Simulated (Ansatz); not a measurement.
A plane-wave DFT run in Ansatz 0.2.0 (scalar-relativistic PAW potentials unless the input names others): input and command.

```yaml
crystal:
  lattice:
    - [2.1222093641, 2.1222093641, 0.0]
    - [-2.1222093641, 2.1222093641, 0.0]
    - [0.0, 0.0, 4.4384592416]
  atoms:
    - { symbol: Ta, position: [0.5, 0.5, 0.0] }
    - { symbol: Ta, position: [0.0, 0.0, 0.5] }
    - { symbol: "N", position: [0.0, 0.0, 0.0] }
    - { symbol: "N", position: [0.5, 0.5, 0.5] }
basis:
  ecutwfc: 420
kpoints:
  mp_grid: { grid: [16, 16, 12], shift: [0.5, 0.5, 0.5] }
hamiltonian:
  xc: pbesol
scf:
  occupations: { method: gaussian, width: 0.1 }
output:
  forces: true
  eigenvalues: true
  stress: true
```

```bash
ansatz run input.yaml --threads 1 --pin off --max-ram 2560MiB --backend cpu --events-out ev --progress --plain --runs-dir out
```

Abridged log:
```
Basis set: ecut = 420 eV, 767 PW (Γ), exchange–correlation on 48×48×60 points (8 copies of the dense FFT grid, shifted against one another)
Bands: 22, of which v1, the nominal top of the filled ones, is band 18 counted from 1 (17 counted from 0)
Symmetry: 32 space group operations
k-points: 216 of 3072
SCF iter   1: F=—  HF=-20373.915935 eV  |F-HF|=—  |Δ(HF+E_count)|=         —  Δρ=1.55e-2  dr2=9.49e-2  ethr=1.77e-3  ⟨swp⟩=5.3  Hψ=20721  notcnv=0
SCF iter   2: F=—  HF=-20373.892100 eV  |F-HF|=—  |Δ(HF+E_count)|=   2.38e-2  Δρ=2.82e-3  dr2=2.13e-3  ethr=2.64e-4  ⟨swp⟩=2.2  Hψ=8136  notcnv=0  defer=4
SCF iter   3: F=—  HF=-20373.891836 eV  |F-HF|=—  |Δ(HF+E_count)|=   2.64e-4  Δρ=1.33e-3  dr2=3.27e-4  ethr=5.91e-6  ⟨swp⟩=2.1  Hψ=6077  notcnv=0  defer=4
SCF iter   4: F=—  HF=-20373.891832 eV  |F-HF|=—  |Δ(HF+E_count)|=   4.23e-6  Δρ=1.38e-4  dr2=3.85e-6  ethr=9.08e-7  ⟨swp⟩=2.6  Hψ=7694  notcnv=0  defer=4
SCF iter   5: F=—  HF=-20373.891910 eV  |F-HF|=—  |Δ(HF+E_count)|=   7.86e-5  Δρ=3.70e-5  dr2=4.96e-7  ethr=1.07e-8  ⟨swp⟩=2.0  Hψ=7396  notcnv=0  defer=4
SCF iter   6: F=-20373.891910 eV  HF=-20373.891910 eV  |F-HF|=2.56e-9  |Δ(HF+E_count)|=   1.07e-7  Δρ=4.53e-6  dr2=5.84e-9  ethr=2.78e-10  ⟨swp⟩=6.2  Hψ=19248  notcnv=0
SCF 1 converged in 6 iterations: F = -20373.891910 eV  dr2 = 5.84e-9
SCF converged after 6 iterations
Free energy (F): -20373.891910 eV
Harris-Foulkes:  -20373.891910 eV  (|F-HF|=2.56e-9)
Internal energy: -20373.883625 eV  (E = F + TS)
E sigma→0 (E₀):  -20373.887768 eV
Entropy (-TS):   -0.008285 eV (-2.071 meV/atom)
Fermi energy:    23.001137 eV
--- Forces (eV/Å), atoms counted from 1 ---
  atom   1  Ta     0.00000000     0.00000000     0.00000000
  atom   2  Ta     0.00000000     0.00000000     0.00000000
  atom   3  N      0.00000000     0.00000000     0.00000000
  atom   4  N      0.00000000     0.00000000     0.00000000
--- Stress (GPa, compression-positive) ---
       30.797424       0.000000       0.000000
        0.000000      30.797424       0.000000
        0.000000       0.000000      -0.288494
  P = ⅓ Tr σ = 20.4355 GPa (204.355 kbar)
```

Apart from outputs, empty bands and the relaxation, which only the reference makes, the input differs from a reference run on usual settings in kpoints.mp_grid.shift: not typed → [0.5, 0.5, 0.5]. The reference, at the same geometry, ended its own course with pressure 20.37 GPa, largest force 0.000 eV/Å, no gap on the mesh. This run converged in 6 SCF iterations with an energy at zero smearing 2.00 meV/atom above the reference's, pressure 20.44 GPa, largest force 0.000 eV/Å, no gap on the mesh.

Time: 2.9 s on 1 thread of AMD EPYC 9R45 96-Core Processor (Zen 5), on a shared host, peak memory 0.48 GiB.